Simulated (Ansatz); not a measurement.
Molecular dynamics on a 2×2×3 supercell (24 atoms) of CaO (CsCl type), relaxed with r2SCAN. Forces come from PBE in the plane-wave code Ansatz: a Langevin thermostat at fixed volume, 1700 K, steps of 1.5 fs. Spin polarisation is off, nuclei are classical, and the run is far too short for thermal averages. The structure comes from a prototype and may be hypothetical.

```yaml
crystal:
  lattice:
    - [5.8064179366, 0.0, 0.0]
    - [0.0, 5.8064179366, 0.0]
    - [0.0, 0.0, 8.7096269049]
  atoms:
    - { symbol: Ca, position: [0.0, 0.0, 0.0] }
    - { symbol: O, position: [0.25, 0.25, 0.1666666667] }
    - { symbol: Ca, position: [0.0, 0.0, 0.3333333333] }
    - { symbol: O, position: [0.25, 0.25, 0.5] }
    - { symbol: Ca, position: [0.0, 0.0, 0.6666666667] }
    - { symbol: O, position: [0.25, 0.25, 0.8333333333] }
    - { symbol: Ca, position: [0.0, 0.5, 0.0] }
    - { symbol: O, position: [0.25, 0.75, 0.1666666667] }
    - { symbol: Ca, position: [0.0, 0.5, 0.3333333333] }
    - { symbol: O, position: [0.25, 0.75, 0.5] }
    - { symbol: Ca, position: [0.0, 0.5, 0.6666666667] }
    - { symbol: O, position: [0.25, 0.75, 0.8333333333] }
    - { symbol: Ca, position: [0.5, 0.0, 0.0] }
    - { symbol: O, position: [0.75, 0.25, 0.1666666667] }
    - { symbol: Ca, position: [0.5, 0.0, 0.3333333333] }
    - { symbol: O, position: [0.75, 0.25, 0.5] }
    - { symbol: Ca, position: [0.5, 0.0, 0.6666666667] }
    - { symbol: O, position: [0.75, 0.25, 0.8333333333] }
    - { symbol: Ca, position: [0.5, 0.5, 0.0] }
    - { symbol: O, position: [0.75, 0.75, 0.1666666667] }
    - { symbol: Ca, position: [0.5, 0.5, 0.3333333333] }
    - { symbol: O, position: [0.75, 0.75, 0.5] }
    - { symbol: Ca, position: [0.5, 0.5, 0.6666666667] }
    - { symbol: O, position: [0.75, 0.75, 0.8333333333] }
kpoints:
  mp_grid: { grid: [2, 2, 2] }
hamiltonian:
  xc: pbe
scf:
  occupations: { method: fermi_dirac, width: 0.146 }
md:
  ensemble: nvt_langevin
  temperature: 1700
  timestep: 1.5
  n_steps: 40
  initial_velocities: maxwell_boltzmann
  seed: 965
```

Command: `ansatz run input.yaml --threads 4 --pin off --max-ram 3686MiB --backend cpu --events-out ev --progress --plain --runs-dir out`. Wall time 4.6 min on 4 threads of Intel(R) Xeon(R) Processor @ 2.50GHz (Skylake/Cascade Lake) (shared host); peak host memory 1.2 GiB.

**Question.** How do temperature and energy develop?

**Answer.** The temperature starts at 1629 K, is lowest at step 15 (1027 K, 22.5 fs) and ends at 1447 K. The atoms start on their lattice sites with kinetic energy alone, so much of it first passes into potential energy. By the last step the atoms have moved 0.42 Å in the root mean square, the drift of the whole cell taken out, 1.03 Å at most.

| step | t (fs) | T (K) | free energy F from step 0 (meV/atom) | kinetic energy (meV/atom) | largest force (eV/Å) |
| --- | --- | --- | --- | --- | --- |
| 0 | 0 | 1629 | 0.0 | 210.6 | 0.00 |
| 1 | 1.5 | 1668 | 1.1 | 215.6 | 0.28 |
| 2 | 3 | 1598 | 4.5 | 206.6 | 0.55 |
| 3 | 4.5 | 1541 | 9.7 | 199.2 | 0.79 |
| 4 | 6 | 1560 | 16.9 | 201.7 | 1.04 |
| 5 | 7.5 | 1450 | 25.8 | 187.4 | 1.30 |
| 6 | 9 | 1352 | 35.9 | 174.7 | 1.54 |
| 7 | 10.5 | 1274 | 47.0 | 164.7 | 1.77 |
| 8 | 12 | 1219 | 57.9 | 157.6 | 1.99 |
| 9 | 13.5 | 1234 | 68.5 | 159.5 | 2.22 |
| 10 | 15 | 1133 | 78.6 | 146.5 | 2.47 |
| 11 | 16.5 | 1075 | 88.6 | 139.0 | 2.72 |
| 12 | 18 | 1103 | 98.2 | 142.6 | 2.97 |
| 13 | 19.5 | 1099 | 106.9 | 142.0 | 3.17 |
| 14 | 21 | 1034 | 113.7 | 133.6 | 3.28 |
| 15 | 22.5 | 1027 | 118.4 | 132.8 | 3.30 |
| 16 | 24 | 1136 | 121.3 | 146.9 | 3.24 |
| 17 | 25.5 | 1206 | 122.9 | 155.9 | 3.11 |
| 18 | 27 | 1180 | 123.7 | 152.6 | 2.97 |
| 19 | 28.5 | 1250 | 123.9 | 161.6 | 2.99 |
| 20 | 30 | 1207 | 123.4 | 156.0 | 2.99 |
| 21 | 31.5 | 1299 | 122.2 | 167.9 | 2.90 |
| 22 | 33 | 1440 | 121.4 | 186.2 | 2.80 |
| 23 | 34.5 | 1421 | 121.2 | 183.7 | 2.73 |
| 24 | 36 | 1363 | 120.9 | 176.2 | 2.64 |
| 25 | 37.5 | 1327 | 120.8 | 171.5 | 2.63 |
| 26 | 39 | 1305 | 121.3 | 168.7 | 2.63 |
| 27 | 40.5 | 1360 | 122.9 | 175.8 | 2.57 |
| 28 | 42 | 1253 | 126.0 | 161.9 | 2.48 |
| 29 | 43.5 | 1231 | 130.0 | 159.1 | 2.72 |
| 30 | 45 | 1228 | 133.8 | 158.7 | 2.95 |
| 31 | 46.5 | 1244 | 137.2 | 160.8 | 3.12 |
| 32 | 48 | 1257 | 140.0 | 162.5 | 3.44 |
| 33 | 49.5 | 1324 | 141.7 | 171.1 | 3.78 |
| 34 | 51 | 1326 | 141.3 | 171.4 | 4.03 |
| 35 | 52.5 | 1419 | 139.1 | 183.4 | 4.12 |
| 36 | 54 | 1417 | 136.1 | 183.2 | 4.00 |
| 37 | 55.5 | 1409 | 133.0 | 182.1 | 3.72 |
| 38 | 57 | 1442 | 129.7 | 186.4 | 3.49 |
| 39 | 58.5 | 1420 | 126.2 | 183.5 | 3.62 |
| 40 | 60 | 1447 | 122.6 | 187.1 | 3.68 |

Positions (Å) and forces (eV/Å) at step 40:
```
Ca  -0.259  -0.205   0.113    -0.432  -0.492  -0.491
O    1.250   1.481   1.663    -0.425   0.298   0.171
Ca  -0.246  -0.354   2.859     0.154   0.341   0.060
O    1.736   1.520   4.762    -2.119   0.496  -0.690
Ca   0.009   0.326   5.893     0.627   0.659  -0.130
O    1.447   1.473   7.518    -0.926   1.106  -1.628
Ca   0.121   2.705  -0.041     1.186   0.282   0.637
O    1.606   4.446   1.530     0.191  -0.384   0.182
Ca  -0.048   2.709   3.088     1.148  -0.747  -0.233
O    1.449   4.285   4.567     0.392   1.404  -1.513
Ca   0.253   3.274   5.934    -1.339  -1.948  -0.886
O    0.913   4.561   7.266     1.824   0.554   1.281
Ca   2.438   0.050  -0.114     1.358  -1.452   1.456
O    4.086   0.448   1.415    -0.607   2.373   0.202
Ca   2.587   0.347   3.003    -0.230  -0.753  -0.686
O    4.298   1.358   4.181     1.285   0.429   0.425
Ca   3.015   0.117   5.749    -0.064  -0.658   0.519
O    4.194   1.892   7.219     2.277  -2.891   0.000
Ca   3.182   2.903   0.078    -1.570   0.485   0.748
O    4.733   3.789   1.372    -0.741  -1.104   1.739
Ca   2.957   3.221   3.024    -1.268   0.186  -0.629
O    4.290   4.348   4.347     0.660   0.037   0.393
Ca   3.150   3.022   5.839    -0.874   0.259  -0.622
O    4.024   4.465   7.371    -0.509   1.518  -0.306
```
